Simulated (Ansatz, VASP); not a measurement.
## P (black phosphorene, 1 layer) in two plane-wave programs

One calculation is typed for both programs; each brings its own data sets. How far apart do they land? Of the first pair: The structure shown is the start of the Ansatz relaxation below; VASP solves that cell, so the two are compared at the walk's first step.

Program: Ansatz 0.2.0. Level of theory: plane waves, with VASP 6.6.1 beside it; single point at PBE. Results are calculated unless marked as measured.

## Step 1: Starting point

The cell holds 4 atoms: 4 P. Its edges and angles: a = 4.620 Å, b = 3.300 Å, c = 17.240 Å, α = 90.0°, β = 90.0°, γ = 90.0°. Vacuum lies along c.

## Step 2: Ansatz: relaxation, PBE

Ansatz runs on its default PAW (the set named soft_2) files.

The two programs are compared at the cell with which this relaxation starts, whose forces are those of its first step.

Input file input.yaml:

```yaml
crystal:
  lattice:
    - [4.62, 0.0, 0.0]
    - [0.0, 3.3, 0.0]
    - [0.0, 0.0, 17.24]
  atoms:
    - { symbol: P, position: [0.09, 0.0, 0.4350348028] }
    - { symbol: P, position: [0.41, 0.5, 0.4408352668] }
    - { symbol: P, position: [0.91, 0.0, 0.5649651972] }
    - { symbol: P, position: [0.59, 0.5, 0.5591647332] }
kpoints:
  mp_grid: { grid: [8, 8, 1] }
hamiltonian:
  xc: pbe
scf:
  occupations: { method: fermi_dirac, width: 0.05 }
  convergence: { dr2_threshold: 1.0e-08 }
efield:
  axis: 3
  dipole_correction: true
  ramp_position: 0.97
  ramp_width: 0.04
relax:
  f_tol: 0.01
  cell: { fix: [c, alpha, beta] }
output:
  write_potential: true
  write_density: true
  volumetric_format: npy
```

Launch:

```
ansatz run input.yaml --threads 2 --pin off --max-ram 4096MiB --backend cpu --events-out ev --progress --plain --runs-dir out
```

Numbers of over 12 decimals in the logs are rounded to 6 here.

What it wrote:

```text
Warning: relax.cell: scf.convergence.dr2_threshold = 1e-8 eV is looser than the 4e-10 eV advised for a relaxation that steers and ends on the stress (1e-10 eV for each atom of the cell: 4). What an SCF threshold leaves in a stress goes as its square root, and in the free energy as the threshold itself, and one threshold admits the most on a small cell: [figures from the program's tests cut] Set scf.convergence.dr2_threshold to 4e-10 eV or tighter. The threshold is an SCF's pass mark: one that does not reach it within its budget of iterations ends unconverged, or closes short of it on a stop that the run arms, and scf.convergence.dr2_threshold's page says what that costs each kind of run
Engine: ansatz 0.2.0, aarch64-unknown-linux-gnu
Pseudopotentials: kind: paw
Pseudopotential: P, paw, valence charge 5, recommended cutoff 420 eV (normal), P.paw.azcp
Functional definition: PBE
  parameter kappa = 0.804
  parameter beta = 0.066725
  exchange = pbe_x(kappa = kappa, mu = beta*pi^2/3)
  correlation = pbe_c(beta = beta)
Crystal: 4 atoms, lattice volume = 262.841 Å³
Basis set: ecut = 420 eV, 5205 PW (Γ), exchange–correlation on 64×48×240 points (8 copies of the dense FFT grid, shifted against one another)
Bands: 14, of which v1, the nominal top of the filled ones, is band 10 counted from 1 (9 counted from 0)
Symmetry: 2 space group operations
k-points: 25 of 64 (time reversal used)
Non-local potential: P, projectors of the file, l = 0: 2, l = 1: 2, l = 2: 2
PAW form: soft (Blöchl's): semilocal exchange-correlation on the pseudo side does not see the compensation charge
PAW one-centre angular grid: P, 110 points (default); XC on 64 Gauss nodes
Initial density: superposition of atomic densities (neutral atoms: chi_scale 0, normalization atom), corrected by the library's trained network
Initial wavefunctions: pseudopotential atomic-orbital guess
Functional: x = pbe(κ = 0.804, μ = 0.219515), c = pbe(β = 0.066725)
SCF iter   1: F=—  HF=-3022.553944 eV  |F-HF|=—  |Δ(HF+E_count)|=         —  Δρ=1.48e-3  dr2=9.23e-3  ethr=1.77e-3  p=-0.000 e·Å  D=-3.29e-4 V/Å  ΔV_dip=0.01 eV  dr2_dipole=5.60e-7  V_vac-E_F(+/−)=4.48/4.48 eV  ⟨swp⟩=9.7  Hψ=3142  notcnv=0
efield: sawtooth ramp at fractional position 0.9700 (set: `efield.ramp_position`, or a place that a band, a saddle search or an elastic batch's reference lends), width 0.0400; the density the first Hamiltonian is built on has a dipole p = -0.000 e·Å; the dipole correction subtracts the counter field D = -3.29e-4 V/Å, which shifts the + side's vacuum level by +0.01 eV against the − side's; the planar-averaged density in the ramp window peaks in size at 2.8e-5 e/Å³
preconditioner: auto → Resta (q_TF=auto, 1.776 Å⁻¹)  ε∞=2.4  [insulator: Δε(μ)=0.636 eV  Ē_g=8.704 eV  σ=0.050 eV  W_gap=1.00  n_scr=22 (ndim 8)  ℏωp=10.2 eV  f_vac=0.628  D(μ)=0.00/eV (n_scr^D=0)  ε∞_Penn≈2.4  vacuum switching on, ρ_ref=5.5e-3 e/Å³]
SCF iter   2: F=—  HF=-3022.552546 eV  |F-HF|=—  |Δ(HF+E_count)|=   1.40e-3  Δρ=6.38e-4  dr2=8.57e-4  ethr=4.62e-5  p=-0.000 e·Å  D=-4.47e-5 V/Å  ΔV_dip=0.00 eV  dr2_dipole=2.74e-7  V_vac-E_F(+/−)=4.56/4.56 eV  ⟨swp⟩=2.7  Hψ=867  notcnv=0
SCF iter   3: F=—  HF=-3022.552620 eV  |F-HF|=—  |Δ(HF+E_count)|=   7.40e-5  Δρ=2.43e-4  dr2=1.44e-4  ethr=4.29e-6  p=-0.000 e·Å  D=-1.74e-4 V/Å  ΔV_dip=0.00 eV  dr2_dipole=1.44e-6  V_vac-E_F(+/−)=4.60/4.59 eV  ⟨swp⟩=2.4  Hψ=556  notcnv=0
SCF iter   4: F=—  HF=-3022.552694 eV  |F-HF|=—  |Δ(HF+E_count)|=   7.39e-5  Δρ=5.91e-5  dr2=4.92e-5  ethr=7.21e-7  p=0.001 e·Å  D=4.38e-4 V/Å  ΔV_dip=-0.01 eV  dr2_dipole=1.27e-5  V_vac-E_F(+/−)=4.62/4.62 eV  ⟨swp⟩=2.7  Hψ=632  notcnv=0
SCF iter   5: F=—  HF=-3022.552676 eV  |F-HF|=—  |Δ(HF+E_count)|=   1.79e-5  Δρ=3.40e-5  dr2=1.49e-5  ethr=2.46e-7  p=-0.000 e·Å  D=-2.30e-4 V/Å  ΔV_dip=0.00 eV  dr2_dipole=3.80e-6  V_vac-E_F(+/−)=4.62/4.62 eV  ⟨swp⟩=2.0  Hψ=430  notcnv=0
SCF iter   6: F=—  HF=-3022.552673 eV  |F-HF|=—  |Δ(HF+E_count)|=   3.20e-6  Δρ=1.33e-5  dr2=1.08e-6  ethr=7.43e-8  p=-0.000 e·Å  D=-5.05e-5 V/Å  ΔV_dip=0.00 eV  dr2_dipole=1.67e-7  V_vac-E_F(+/−)=4.62/4.62 eV  ⟨swp⟩=2.0  Hψ=411  notcnv=0
SCF iter   7: F=—  HF=-3022.552691 eV  |F-HF|=—  |Δ(HF+E_count)|=   1.81e-5  Δρ=3.92e-6  dr2=1.08e-7  ethr=5.39e-9  p=-0.000 e·Å  D=-1.63e-5 V/Å  ΔV_dip=0.00 eV  dr2_dipole=1.78e-8  V_vac-E_F(+/−)=4.62/4.62 eV  ⟨swp⟩=2.4  Hψ=525  notcnv=0
SCF iter   8: F=-3022.552691 eV  HF=-3022.552691 eV  |F-HF|=1.42e-9  |Δ(HF+E_count)|=   2.90e-8  Δρ=9.27e-7  dr2=3.81e-9  ethr=5.00e-11  p=-0.000 e·Å  D=-3.63e-6 V/Å  ΔV_dip=0.00 eV  dr2_dipole=6.88e-10  V_vac-E_F(+/−)=4.62/4.62 eV  ⟨swp⟩=9.9  Hψ=2971  notcnv=0
[...]
SCF iter   6: F=—  HF=-3022.654486 eV  |F-HF|=—  |Δ(HF+E_count)|=   9.99e-8  Δρ=2.27e-6  dr2=4.30e-8  ethr=3.88e-9  p=0.000 e·Å  D=1.28e-5 V/Å  ΔV_dip=-0.00 eV  dr2_dipole=9.75e-9  V_vac-E_F(+/−)=4.59/4.59 eV  ⟨swp⟩=2.0  Hψ=428  notcnv=0
SCF iter   7: F=-3022.654486 eV  HF=-3022.654486 eV  |F-HF|=6.57e-10  |Δ(HF+E_count)|=   4.16e-9  Δρ=5.15e-7  dr2=1.54e-9  ethr=5.00e-11  p=0.000 e·Å  D=1.22e-6 V/Å  ΔV_dip=-0.00 eV  dr2_dipole=1.41e-10  V_vac-E_F(+/−)=4.59/4.59 eV  ⟨swp⟩=10.1  Hψ=2455  notcnv=0
SCF 4 converged in 7 iterations: F = -3022.654486 eV  dr2 = 1.54e-9
  greatest PAW one-centre occupation: 0.810 electrons in one spin orbital (limit 2), on the P atom at site 2 (counted from 0), in its partial waves of l = 0
relax step   4: F+E_penalty+E_count = -3022.65448607 eV  Δ(F+E_penalty+E_count) = -3.994e-3 eV  max|allowed force component| = 5.770e-3 eV/Å  Δτ_max = 0.0176 Å  P = +0.006 GPa  Ω = 263.538 Å³  energy of the carried Pulay correction = -2.625e-5 eV  fix = [c, alpha, beta]  reactions: c +0.003 GPa; beta +0.003 GPa/rad  (7 SCF iters, accepted)
Initial wavefunctions: pseudopotential atomic-orbital guess (no wavefunctions were taken with the density)
iter 1 solved again at ethr=2.07e-6 eV; its pass at ethr=3.10e-3 eV (dr2=4.14e-4 eV) is discarded
SCF iter   1: F=—  HF=-3022.654503 eV  |F-HF|=—  |Δ(HF+E_count)|=         —  Δρ=1.60e-6  dr2=1.74e-9  ethr=2.07e-6  p=0.000 e·Å  D=1.22e-6 V/Å  ΔV_dip=-0.00 eV  dr2_dipole=1.43e-10  V_vac-E_F(+/−)=4.59/4.59 eV  ⟨swp⟩=3.3  Hψ=4180  notcnv=0
efield: sawtooth ramp at fractional position 0.9700 (set: `efield.ramp_position`, or a place that a band, a saddle search or an elastic batch's reference lends), width 0.0400; the density the first Hamiltonian is built on has a dipole p = 0.000 e·Å; the dipole correction subtracts the counter field D = 1.22e-6 V/Å, which shifts the + side's vacuum level by -0.00 eV against the − side's; the planar-averaged density in the ramp window peaks in size at 1.3e-7 e/Å³
eigensolver tolerance schedule: the retry pair's looser diagonalisation over-reported the residual by 237643.80 of it (diagonalisation noise at an unbounded share of the residual, at the tolerance the schedule requests for it); recorded, not acted on — ethr = c·dr2/N_el stays at c = 1.0e-1
preconditioner: auto → Resta (q_TF=auto, 1.775 Å⁻¹)  ε∞=2.4  [insulator: Δε(μ)=0.901 eV  Ē_g=8.754 eV  σ=0.050 eV  W_gap=1.00  n_scr=22 (ndim 8)  ℏωp=10.2 eV  f_vac=0.626  D(μ)=0.00/eV (n_scr^D=0)  ε∞_Penn≈2.4  vacuum switching on, ρ_ref=5.6e-3 e/Å³]
SCF iter   2: F=—  HF=-3022.654516 eV  |F-HF|=—  |Δ(HF+E_count)|=   1.24e-5  Δρ=1.01e-6  dr2=2.12e-9  ethr=8.71e-12  p=-0.000 e·Å  D=-1.85e-6 V/Å  ΔV_dip=0.00 eV  dr2_dipole=1.70e-10  V_vac-E_F(+/−)=4.59/4.59 eV  ⟨swp⟩=15.4  Hψ=3657  notcnv=0
SCF iter   3: F=-3022.654516 eV  HF=-3022.654516 eV  |F-HF|=3.52e-7  |Δ(HF+E_count)|=   2.75e-7  Δρ=6.58e-7  dr2=4.22e-10  ethr=8.71e-12  p=0.000 e·Å  D=3.33e-7 V/Å  ΔV_dip=-0.00 eV  dr2_dipole=1.21e-11  V_vac-E_F(+/−)=4.59/4.59 eV  ⟨swp⟩=7.0  Hψ=2250  notcnv=0
SCF 5 converged in 3 iterations: F = -3022.654516 eV  dr2 = 4.22e-10
relax step   5: F+E_penalty+E_count = -3022.65451626 eV  Δ(F+E_penalty+E_count) = -3.019e-5 eV  max|allowed force component| = 5.764e-3 eV/Å  Δτ_max = 0.0000 Å  P = +0.006 GPa  Ω = 263.538 Å³  fix = [c, alpha, beta]  reactions: c +0.003 GPa; beta +0.003 GPa/rad  stress off target by 1.43e-2 GPa on what of the cell is left free  SCF on the basis re-selected at this cell (its energy is not comparable with the rows above)  (3 SCF iters)
basis re-selected at this cell: Δ(F+E_penalty+E_count) = -3.019e-5 eV, ΔP = +0.000 GPa vs the last step (what re-selecting the basis moved, of the pressure what is left beyond the Pulay correction that the steps carried, after the strain that the cell walked since its last selection, with what the two solves' SCF thresholds leave and, on support functions, any second-order correction that the steps lacked; it is no m [...]
WARN: The input density's exchange-correlation potential varies sharply where the density is thin. Do not read a vacuum level from v_tot or v_xc, or from such a field of the output density. On a cell that repeats whose density bears no net charge and no dipole along the vacuum's axis use v_es (v_loc + v_h of the components); under efield.dipole_correction with no amplitude use v_es + v_field, which holds any external [...]
SCF converged after 3 iterations
Free energy (F): -3022.654516 eV
Harris-Foulkes:  -3022.654516 eV  (|F-HF|=3.52e-7)
Internal energy: -3022.654511 eV  (E = F + TS)
E sigma→0 (E₀):  -3022.654514 eV
Entropy (-TS):   -0.000005 eV (-0.001 meV/atom)
Fermi energy:    -1.081815 eV
Dipole field:    D = -0.000004 V/Å  (p = -0.000005 e·Å, saw-weighted, corrected)
Work function:   Φ+ = 4.5876 eV   Φ− = 4.5875 eV
Levels:          The Fermi level and band energies are counted from a zero that moves with the ramp; work functions are not
--- Per-component energies (eV) ---
  E_band       = -153.274110
  E_kinetic    = 278.567050
  E_local      = -4187.413635  (includes V_loc(G=0)·N_el)
  E_nonlocal   = 135.534908
  E_hartree    = 1945.379902
  E_xc         = -244.210428
  E_vxc        = -240.625473  (∫ρ·V_xc dr)
  E_paw        = -2277.292850  (= ΣΔE_a)
  E_vpaw       = -30.096443  (= ΣTr[D̂ρ^β])
  E_aug_tail   = 0.000013  (compensation charges beyond the density's cutoff)
  E_efield     = 0.000000  (sawtooth field / dipole correction)
  E_vefield    = 0.000013  (∫n·V_field dr)
  E_ewald      = 1326.780530
  E_smearing   = -0.000005  (= −TS)
  E_closure    = -0.000000  (closes the sum)
  Σ components = -3022.654516   (vs F -3022.654516, Δ=0.00e0)
--- Forces (eV/Å), atoms counted from 1 ---
  atom   1  P     -0.00333479    -0.00000000    -0.00162278
  atom   2  P      0.00576361     0.00000000    -0.00072683
  atom   3  P      0.00331931     0.00000000     0.00162369
  atom   4  P     -0.00574806    -0.00000000     0.00072787
  max |Σ_I F_I| component: 1.93e-6 eV/Å
--- Stress (GPa, compression-positive) ---
        0.001882      -0.000000      -0.003107
       -0.000000       0.014312       0.000000
       -0.003107       0.000000       0.002970
  P = ⅓ Tr σ = 0.0064 GPa (0.064 kbar)
--- Band table (eV; the first three rows and the last of 25) ---
  k-point 0: bands = [... 6 lower, -4.8536, -3.2832, -3.1864, -1.5441, -0.6431, 0.0926, 1.1080, 1.7521]
  k-point 1: bands = [... 6 lower, -5.7689, -4.1660, -3.1218, -1.5944, -0.4709, 0.8630, 1.5264, 2.3496]
  k-point 2: bands = [... 6 lower, -5.3861, -4.6422, -3.1339, -1.9559, -0.2672, 0.0144, 1.8231, 1.9539]
  k-point 24: bands = [... 6 lower, -6.0857, -6.0852, -2.6415, -2.6405, 0.8286, 0.8305, 2.2551, 2.2556]
--- Relaxed structure (4 steps of the walk, 4 accepted, 1 SCFs on fresh bases) ---
  F+E_penalty+E_count = -3022.65451626 eV   max|allowed force component| = 5.764e-3 eV/Å   (the final SCF, on the basis selected at the relaxed cell)
  cell:  # Å, volume = 263.5375 Å³
    - [4.629155, 0.0, 0]
    - [0.0, 3.302201, 0.0]
    - [0, 0.0, 17.24]
  atoms:
    - { symbol: P, position: [0.089019, 0.0, 0.438905] }
    - { symbol: P, position: [0.410887, 0.500000, 0.438903] }
    - { symbol: P, position: [0.910981, 0.0, 0.561095] }
    - { symbol: P, position: [0.589113, 0.500000, 0.561097] }
```

(Continued in part 2 of 2.)

[Lines on the potential files, build, host, timing and source positions are cut from VASP's logs without a mark.]

[Logs are printed without paths, hosts, clocks, repeated set-up lines and the standing remarks that a program may print on its own settings, such as how far it seeks lower states.]

[Hosts, paths, dates, database ids (printed as entryN), source tags and the programs' standing remarks are cut or masked in the printed files.]
